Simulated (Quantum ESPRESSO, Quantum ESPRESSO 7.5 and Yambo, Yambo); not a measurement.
# Quasiparticle gap of CdTe (F-43m) in Yambo

Wanted: ground state, empty states, screening and self-energy for CdTe (F-43m).

Method: PBE and many-body steps on it, plane waves, in Quantum ESPRESSO 7.5 and Yambo 5.3.0.

**The experiments to reproduce.**

- Gap 1.48 ± 0.02 eV: direct optical gap from Tauc analysis, 1.5 h deposition; UV-vis diffuse reflectance; film (electrodeposited 1.5 h on FTO, Te-rich) (“Electrodeposition of CdTe Thin Films for Solar Energy Water Splitting”, 2020, pmc:7177234).

- Gap 1.592 eV: near-band-edge L1 bound-exciton energy extrapolated to 0 K (Varshni), slightly below the true gap; temperature-dependent photoluminescence; 0 K; bulk crystal (vertical Bridgman single crystal) (“Photoluminescence characteristics of Cd1-xMnxTe single crystals grown by the vertical Bridgman method”, 2012, pmc:3275455).

- Gap 1.32 ± 0.02 eV: direct optical gap from Tauc analysis, 2.5 h deposition; UV-vis diffuse reflectance; film (electrodeposited 2.5 h on FTO, nearly stoichiometric) (“Electrodeposition of CdTe Thin Films for Solar Energy Water Splitting”, 2020, pmc:7177234).

### 1. Starting point

It takes space group F-43m (No. 216, cubic). The conventional cell has a = 6.480 Å, b = 6.480 Å, c = 6.480 Å, α = 90.00°, β = 90.00°, γ = 90.00°. Nearest to Cd lie 4 Te at 2.81 Å. Te has 4 Cd at 2.81 Å nearest. Farther neighbours and most contacts between anions are not listed.

The cell and positions come from the Crystallography Open Database and are kept as given unless a step says otherwise. Spin-orbit coupling is left out unless a step names it.

### 2. Ground state

This step: Quantum ESPRESSO 7.5; DFT, PBE, plane waves, norm-conserving pseudopotentials.

The ground-state density comes first.

pw.in reads:

```
&control
  calculation = 'scf'
  prefix = 'x'
  outdir = 'o'
  pseudo_dir = 'pseudo'
/
&system
  ibrav = 0
  nat = 2
  ntyp = 2
  ecutwfc = 94.0
  nbnd = 27
  force_symmorphic = .true.
/
&electrons
  conv_thr = 1e-10
  electron_maxstep = 80
  mixing_beta = 0.5
/
ATOMIC_SPECIES
  Cd 112.41 Cd.upf
  Te 127.6 Te.upf
CELL_PARAMETERS angstrom
  0.0000000000 3.2400000000 3.2400000000
  3.2400000000 0.0000000000 3.2400000000
  3.2400000000 3.2400000000 0.0000000000
ATOMIC_POSITIONS crystal
  Cd 0.0000000000 0.0000000000 0.0000000000
  Te 0.2500000000 0.2500000000 0.2500000000
K_POINTS automatic
  6 6 6 0 0 0
```

The run is started by

```
OMP_NUM_THREADS=1 mpirun -n 4 pw.x -nk 4 -in pw.in > pw.out
```

Output:

```text
Program PWSCF v.7.5 starts

     This program is part of the open-source Quantum ESPRESSO suite
     for quantum simulation of materials; please cite
         "P. Giannozzi et al., J. Phys.:Condens. Matter 21 395502 (2009);
         "P. Giannozzi et al., J. Phys.:Condens. Matter 29 465901 (2017);
         "P. Giannozzi et al., J. Chem. Phys. 152 154105 (2020);
     in publications or presentations arising from this work. More details at
     Message from routine setup:
     using ibrav=0 with symmetry is DISCOURAGED, use correct ibrav instead

     G-vector sticks info

     bravais-lattice index     =            0
     lattice parameter (alat)  =       8.6588  a.u.
     unit-cell volume          =     459.0517 (a.u.)^3
     number of atoms/cell      =            2
     number of atomic types    =            2
     number of electrons       =        44.00
     number of Kohn-Sham states=           27
     kinetic-energy cutoff     =      94.0000  Ry
     charge density cutoff     =     376.0000  Ry
     scf convergence threshold =      1.0E-10
     mixing beta               =       0.5000
     number of iterations used =            8  plain     mixing
     Exchange-correlation= PBE
                           (   1   4   3   4   0   0   0)

     celldm(1)=   8.658823  celldm(2)=   0.000000  celldm(3)=   0.000000
     celldm(4)=   0.000000  celldm(5)=   0.000000  celldm(6)=   0.000000

     crystal axes: (cart. coord. in units of alat)
               a(1) = (   0.000000   0.707107   0.707107 )
               a(2) = (   0.707107   0.000000   0.707107 )
               a(3) = (   0.707107   0.707107   0.000000 )

     reciprocal axes: (cart. coord. in units 2 pi/alat)
               b(1) = ( -0.707107  0.707107  0.707107 )
               b(2) = (  0.707107 -0.707107  0.707107 )
               b(3) = (  0.707107  0.707107 -0.707107 )
     Pseudo is Norm-conserving + core correction, Zval = 20.0
     Generated using ONCVPSP code by D. R. Hamann
     Using radial grid of 1368 points,  6 beta functions with:
     Pseudo is Norm-conserving + core correction, Zval = 24.0
     Generated using ONCVPSP code by D. R. Hamann
     Using radial grid of 1294 points,  8 beta functions with:
     Cd               20.00   112.41000     Cd( 1.00)
     Te               24.00   127.60000     Te( 1.00)

     24 Sym. Ops. (no inversion) found

   Cartesian axes

     site n.     atom                  positions (alat units)
         1        Cd     tau(   1) = (   0.0000000   0.0000000   0.0000000  )
         2        Te     tau(   2) = (   0.3535534   0.3535534   0.3535534  )

     number of k points=    16
                       cart. coord. in units 2pi/alat
        k(    1) = (   0.0000000   0.0000000   0.0000000), wk =   0.0092593
        k(    2) = (   0.1178511   0.1178511  -0.1178511), wk =   0.0740741
        k(    3) = (   0.2357023   0.2357023  -0.2357023), wk =   0.0740741
        k(    4) = (  -0.3535534  -0.3535534   0.3535534), wk =   0.0370370
        k(    5) = (   0.2357023   0.0000000  -0.0000000), wk =   0.0555556
        k(    6) = (   0.3535534   0.1178511  -0.1178511), wk =   0.2222222
        k(    7) = (  -0.2357023  -0.4714045   0.4714045), wk =   0.2222222
        k(    8) = (  -0.1178511  -0.3535534   0.3535534), wk =   0.2222222
        k(    9) = (   0.0000000  -0.2357023   0.2357023), wk =   0.1111111
        k(   10) = (   0.4714045   0.0000000  -0.0000000), wk =   0.0555556
     [... 4 further rows ...]
        k(   15) = (  -0.1178511  -0.3535534   0.5892557), wk =   0.2222222
        k(   16) = (  -0.7071068   0.2357023   0.0000000), wk =   0.1111111

     Dense  grid:    56833 G-vectors     FFT dimensions: (  54,  54,  54)

     Initial potential from superposition of free atoms

     starting charge      43.9996, renormalised to      44.0000
     Starting wfcs are   23 randomized atomic wfcs +    4 random wfcs

     per-process dynamical memory:    49.2 Mb

     Self-consistent Calculation

     iteration #  1     ecut=    94.00 Ry     beta= 0.50

     Threshold (ethr) on eigenvalues was too large:
     Diagonalizing with lowered threshold

     total energy              =    -911.71303440 Ry
     estimated scf accuracy    <       0.05445599 Ry

     iteration #  2     ecut=    94.00 Ry     beta= 0.50

     total energy              =    -911.72582198 Ry
     estimated scf accuracy    <       0.00649679 Ry

     iteration #  3     ecut=    94.00 Ry     beta= 0.50

     total energy              =    -911.72678033 Ry
     estimated scf accuracy    <       0.00078054 Ry

     iteration #  4     ecut=    94.00 Ry     beta= 0.50

     total energy              =    -911.72684356 Ry
     estimated scf accuracy    <       0.00003914 Ry

     iteration #  5     ecut=    94.00 Ry     beta= 0.50

     total energy              =    -911.72684964 Ry
     estimated scf accuracy    <       0.00000207 Ry

     iteration #  6     ecut=    94.00 Ry     beta= 0.50

     total energy              =    -911.72685028 Ry
     estimated scf accuracy    <       0.00000020 Ry

     iteration #  7     ecut=    94.00 Ry     beta= 0.50

     total energy              =    -911.72685033 Ry
     estimated scf accuracy    <       0.00000004 Ry

     iteration #  8     ecut=    94.00 Ry     beta= 0.50

     total energy              =    -911.72685034 Ry
     estimated scf accuracy    <          1.3E-09 Ry

     iteration #  9     ecut=    94.00 Ry     beta= 0.50

     End of self-consistent calculation

          k = 0.0000 0.0000 0.0000 (  7119 PWs)   bands (ev):

  -150.4559-100.4825-100.4825-100.4825 -93.9053 -54.9601 -54.9601 -54.9601
   -27.7572 -27.7572 -27.7572 -27.7493 -27.7493  -2.9059  -0.0114  -0.0114
    -0.0114   0.2489   0.2489   8.2696   8.2696   8.2696   9.0401  12.8896
    12.8896  12.8896  15.7323

          k = 0.1179 0.1179-0.1179 (  7099 PWs)   bands (ev):

  -150.4559-100.4825-100.4825-100.4825 -93.9053 -54.9601 -54.9601 -54.9601
   -27.7572 -27.7571 -27.7571 -27.7493 -27.7493  -2.8061   0.0073   0.0073
     0.0721   0.2477   0.2477   6.5355   8.0422   8.0422  10.1291  13.0047
    13.2280  13.2280  16.8030

          k = 0.2357 0.2357-0.2357 (  7072 PWs)   bands (ev):

  -150.4559-100.4825-100.4825-100.4825 -93.9053 -54.9602 -54.9601 -54.9601
   -27.7572 -27.7569 -27.7569 -27.7492 -27.7492  -2.6065   0.0395   0.0395
     0.2517   0.2517   0.3518   4.6935   7.6614   7.6614  10.2025  13.5145
    13.5145  14.5341  16.3414

          k =-0.3536-0.3536 0.3536 (  7120 PWs)   bands (ev):

     [... further k-points ...]

     highest occupied, lowest unoccupied level (ev):     8.2696    9.0401

!    total energy              =    -911.72685034 Ry
     estimated scf accuracy    <          4.7E-11 Ry

     The total energy is the sum of the following terms:
     one-electron contribution =    -703.52208015 Ry
     hartree contribution      =     340.89972353 Ry
     xc contribution           =    -120.80708531 Ry
     ewald contribution        =    -428.29740841 Ry

     convergence has been achieved in   9 iterations

     XML data file, charge density, pseudopotentials, collected wavefunctions

=------------------------------------------------------------------------------=
   JOB DONE.
=------------------------------------------------------------------------------=
```

Elapsed: 16 s, on 4 MPI ranks of Arm Neoverse V2, shared host; peak memory 0.39 GiB; 64 s of CPU time.

Numbers from this step:

| Property | Result |
| --- | --- |
| total energy | -12404.6757 eV |
| gap | 0.7705 eV |
| k of the valence top | 0, 0, 0 |
| k of the conduction bottom | 0, 0, 0 |
| least direct gap | 0.7705 eV |

The gap is direct, at Γ.

### 3. Bands along the symmetry lines

Levels along a band path, at the cheap level, show where the edges lie and whether the meshes to come will hold them.

pw.in reads:

```
&control
  calculation = 'bands'
  prefix = 'x'
  outdir = 'o'
  pseudo_dir = 'pseudo'
/
&system
  ibrav = 0
  nat = 2
  ntyp = 2
  ecutwfc = 94.0
  nbnd = 28
  force_symmorphic = .true.
/
&electrons
  conv_thr = 1e-9
  electron_maxstep = 80
  diago_full_acc = .true.
  diago_thr_init = 5e-6
/
ATOMIC_SPECIES
  Cd 112.41 Cd.upf
  Te 127.6 Te.upf
CELL_PARAMETERS angstrom
  0.0000000000 3.2400000000 3.2400000000
  3.2400000000 0.0000000000 3.2400000000
  3.2400000000 3.2400000000 0.0000000000
ATOMIC_POSITIONS crystal
  Cd 0.0000000000 0.0000000000 0.0000000000
  Te 0.2500000000 0.2500000000 0.2500000000
K_POINTS crystal
  50
  0.00000000 0.00000000 0.00000000 1
  -0.06250000 -0.06250000 0.00000000 1
  -0.12500000 -0.12500000 0.00000000 1
  -0.18750000 -0.18750000 0.00000000 1
  -0.25000000 -0.25000000 0.00000000 1
  -0.31250000 -0.31250000 0.00000000 1
  -0.37500000 -0.37500000 0.00000000 1
  -0.43750000 -0.43750000 0.00000000 1
  -0.50000000 -0.50000000 0.00000000 1
  -0.48437500 -0.48437500 0.03125000 1
  -0.46875000 -0.46875000 0.06250000 1
  -0.45312500 -0.45312500 0.09375000 1
  -0.43750000 -0.43750000 0.12500000 1
  -0.42187500 -0.42187500 0.15625000 1
  -0.40625000 -0.40625000 0.18750000 1
  -0.39062500 -0.39062500 0.21875000 1
  -0.37500000 -0.37500000 0.25000000 1
  -0.37500000 0.00000000 0.37500000 1
  -0.32812500 0.00000000 0.32812500 1
  -0.28125000 0.00000000 0.28125000 1
  -0.23437500 0.00000000 0.23437500 1
  -0.18750000 0.00000000 0.18750000 1
  -0.14062500 0.00000000 0.14062500 1
  -0.09375000 0.00000000 0.09375000 1
  -0.04687500 0.00000000 0.04687500 1
  0.00000000 0.00000000 0.00000000 1
  0.00000000 0.00000000 0.06250000 1
  0.00000000 0.00000000 0.12500000 1
  0.00000000 0.00000000 0.18750000 1
  0.00000000 0.00000000 0.25000000 1
  0.00000000 0.00000000 0.31250000 1
  0.00000000 0.00000000 0.37500000 1
  0.00000000 0.00000000 0.43750000 1
  0.00000000 0.00000000 0.50000000 1
  -0.06250000 -0.03125000 0.46875000 1
  -0.12500000 -0.06250000 0.43750000 1
  -0.18750000 -0.09375000 0.40625000 1
  -0.25000000 -0.12500000 0.37500000 1
  -0.31250000 -0.15625000 0.34375000 1
  -0.37500000 -0.18750000 0.31250000 1
  -0.43750000 -0.21875000 0.28125000 1
  -0.50000000 -0.25000000 0.25000000 1
  -0.50000000 -0.28125000 0.21875000 1
  -0.50000000 -0.31250000 0.18750000 1
  -0.50000000 -0.34375000 0.15625000 1
  -0.50000000 -0.37500000 0.12500000 1
  -0.50000000 -0.40625000 0.09375000 1
  -0.50000000 -0.43750000 0.06250000 1
  -0.50000000 -0.46875000 0.03125000 1
  -0.50000000 -0.50000000 0.00000000 1
```

Output:

```text
[banner, memory and clock lines left out]
Program PWSCF v.7.5 starts

     Atomic positions and unit cell read from directory:
     o/x.save/

     Message from routine setup:
     using ibrav=0 with symmetry is DISCOURAGED, use correct ibrav instead

     G-vector sticks info

     bravais-lattice index     =            0
     lattice parameter (alat)  =       8.6588  a.u.
     unit-cell volume          =     459.0517 (a.u.)^3
     number of atoms/cell      =            2
     number of atomic types    =            2
     number of electrons       =        44.00
     number of Kohn-Sham states=           28
     kinetic-energy cutoff     =      94.0000  Ry
     charge density cutoff     =     376.0000  Ry
     Exchange-correlation= PBE
                           (   1   4   3   4   0   0   0)

     celldm(1)=   8.658823  celldm(2)=   0.000000  celldm(3)=   0.000000
     celldm(4)=   0.000000  celldm(5)=   0.000000  celldm(6)=   0.000000

     crystal axes: (cart. coord. in units of alat)
               a(1) = (   0.000000   0.707107   0.707107 )
               a(2) = (   0.707107   0.000000   0.707107 )
               a(3) = (   0.707107   0.707107   0.000000 )

     reciprocal axes: (cart. coord. in units 2 pi/alat)
               b(1) = ( -0.707107  0.707107  0.707107 )
               b(2) = (  0.707107 -0.707107  0.707107 )
               b(3) = (  0.707107  0.707107 -0.707107 )
     Pseudo is Norm-conserving + core correction, Zval = 20.0
     Generated using ONCVPSP code by D. R. Hamann
     Using radial grid of 1368 points,  6 beta functions with:
     Pseudo is Norm-conserving + core correction, Zval = 24.0
     Generated using ONCVPSP code by D. R. Hamann
     Using radial grid of 1294 points,  8 beta functions with:
     Cd               20.00   112.41000     Cd( 1.00)
     Te               24.00   127.60000     Te( 1.00)

     24 Sym. Ops. (no inversion) found

   Cartesian axes

     site n.     atom                  positions (alat units)
         1        Cd     tau(   1) = (   0.0000000   0.0000000   0.0000000  )
         2        Te     tau(   2) = (   0.3535534   0.3535534   0.3535534  )

     number of k points=    50
                       cart. coord. in units 2pi/alat
        k(    1) = (   0.0000000   0.0000000   0.0000000), wk =   0.0400000
        k(    2) = (   0.0000000   0.0000000  -0.0883883), wk =   0.0400000
        k(    3) = (   0.0000000   0.0000000  -0.1767767), wk =   0.0400000
[...]
[... 38 further rows ...]
        k(   49) = (   0.0441942  -0.0000000  -0.7071068), wk =   0.0400000
        k(   50) = (   0.0000000   0.0000000  -0.7071068), wk =   0.0400000

     Dense  grid:    56833 G-vectors     FFT dimensions: (  54,  54,  54)

     The potential is recalculated from file :
     o/x.save/charge-density

     Starting wfcs are   23 randomized atomic wfcs +    5 random wfcs

     Band Structure Calculation

     End of band structure calculation

          k = 0.0000 0.0000 0.0000 (  7119 PWs)   bands (ev):

  -150.4559-100.4824-100.4824-100.4824 -93.9054 -54.9602 -54.9602 -54.9602
   -27.7572 -27.7572 -27.7572 -27.7493 -27.7493  -2.9059  -0.0114  -0.0114
    -0.0114   0.2488   0.2488   8.2696   8.2696   8.2696   9.0401  12.8896
    12.8896  12.8896  15.7323  17.7426

          k = 0.0000 0.0000-0.0884 (  7055 PWs)   bands (ev):

  -150.4559-100.4824-100.4824-100.4824 -93.9054 -54.9602 -54.9602 -54.9602
   -27.7572 -27.7570 -27.7570 -27.7493 -27.7492  -2.8857  -0.0057  -0.0057
[...]
13.0421  13.0421  16.0292  16.9638

          k = 0.0000 0.0000-0.1768 (  7075 PWs)   bands (ev):

  -150.4559-100.4824-100.4824-100.4824 -93.9054 -54.9602 -54.9602 -54.9602
[...]
13.4575  13.4575  15.9608  16.8536

          k =-0.0000 0.0000-0.2652 (  7055 PWs)   bands (ev):

[...]
k = 0.0000 0.0000-0.3536 (  7059 PWs)   bands (ev):

[...]
k = 0.0000-0.0000-0.4419 (  7059 PWs)   bands (ev):

[...]
k =-0.0000 0.0000-0.5303 (  7055 PWs)   bands (ev):

[...]
k = 0.0000-0.0000-0.6187 (  7071 PWs)   bands (ev):

[...]
k = 0.5303-0.0000-0.5303 (  7030 PWs)   bands (ev):

[...]
k = 0.0000 0.0000 0.0000 (  7119 PWs)   bands (ev):

[...]
k = 0.1326 0.0000-0.7071 (  7056 PWs)   bands (ev):

[...]
k = 0.0884-0.0000-0.7071 (  7054 PWs)   bands (ev):

[...]
k = 0.0442-0.0000-0.7071 (  7066 PWs)   bands (ev):

  -150.4559-100.4824-100.4824-100.4824 -93.9054 -54.9602 -54.9602 -54.9602
[...]
16.9418  17.2513  17.5044  19.2383

          k = 0.0000 0.0000-0.7071 (  7078 PWs)   bands (ev):

  -150.4559-100.4824-100.4824-100.4824 -93.9054 -54.9603 -54.9602 -54.9602
   -27.7578 -27.7566 -27.7566 -27.7494 -27.7490  -2.3880   0.1439   0.1529
     0.1529   0.2791   0.7400   3.9680   6.4086   6.4086  10.8859  10.9507
    17.0978  17.4167  17.4167  19.2021

     XML data file, pseudopotentials, collected wavefunctions
```

It took 12 s on 4 MPI ranks; peak memory 0.32 GiB.

Numbers from this step:

- gap: 0.7705 eV
- k of the valence top: 0, 0, 0
- k of the conduction bottom: 0, 0, 0
- least direct gap: 0.7705 eV

The gap is 0.770 eV, as in the run before at this level.

Electronic bands along the path, in eV, zero at the top of the highest filled band:

```tsv
point	band 19	band 20	band 21	band 22	band 23	band 24	band 25	band 26
Γ	-8.02	0.00	0.00	0.00	0.77	4.62	4.62	4.62
halfway	-7.99	-2.66	-1.08	-1.08	2.95	3.34	6.49	6.49
X	-7.53	-4.30	-1.86	-1.86	2.62	2.68	8.83	9.15
halfway	-7.51	-4.27	-2.15	-1.78	2.72	3.25	8.10	8.50
U	-7.48	-4.20	-2.55	-1.54	2.91	4.53	7.36	7.48
jump to K	-7.48	-4.20	-2.55	-1.54	2.91	4.53	7.36	7.48
halfway	-7.96	-3.01	-1.49	-0.45	2.83	4.89	5.33	5.45
Γ	-8.02	0.00	0.00	0.00	0.77	4.62	4.62	4.62
halfway	-8.02	-2.72	-0.43	-0.43	1.99	5.17	5.17	5.37
L	-7.67	-4.42	-0.77	-0.77	1.82	5.21	5.21	7.07
halfway	-7.57	-4.23	-2.06	-1.26	3.24	4.61	5.99	7.21
W	-7.45	-4.18	-2.32	-2.19	4.26	4.69	5.57	6.32
halfway	-7.49	-4.24	-2.10	-2.04	3.32	3.32	7.47	7.56
X	-7.53	-4.30	-1.86	-1.86	2.62	2.68	8.83	9.15
```

The electronic bands as a text plot (rows in eV, shown from -8.0 to 6.8 only):

```
    6.5 |     ++            ++                 +         ++++
    5.8 |    +              ++++             ++      ++++ ++
    5.2 |  ++              ++++++++++      ++++++++++    +
    4.6 |++               +     ++++++++++++        ++++++++
    4.0 |  ++            +                              +++++
    3.4 |    +++++     ++   ++++                      ++     +
    2.8 |    +++++++++++++++    +                    +        +++
    2.2 |  ++                    ++++      +++++  +++
    1.5 | +                          +   ++     ++
    0.9 |+                            +++
    0.3 |
   -0.3 |****                   ***************
   -0.9 |    ***            **** **      **    *******
   -1.5 |  **   ***** ******    *  **               *****
   -2.2 |    *       ****   **** **        *          ***********
   -2.8 |     **         ***    *           *
   -3.4 |       **            **             **
   -4.0 |         ************                 **    ************
   -4.6 |                                        ****
   -5.2 |
   -5.8 |
   -6.5 |
   -7.1 |
   -7.7 |     *******************            ********************
         Γ           X  U|K            Γ         L        W     X
```

(Part 1 of 2 ends here.)

[Paths, hosts, dates, memory and timing lines, banners, echoed tables and standing remarks are left out of the program output.]

[Logs are printed without paths, hosts, clocks, repeated set-up lines and the standing remarks that a program may print on its own settings, such as how far it seeks lower states.]

[Runs of the session that timed out or met a known fault of the program may be left out.]

[Hosts, paths, dates, database ids (printed as entryN), source tags and the programs' standing remarks are cut or masked in the printed files.]
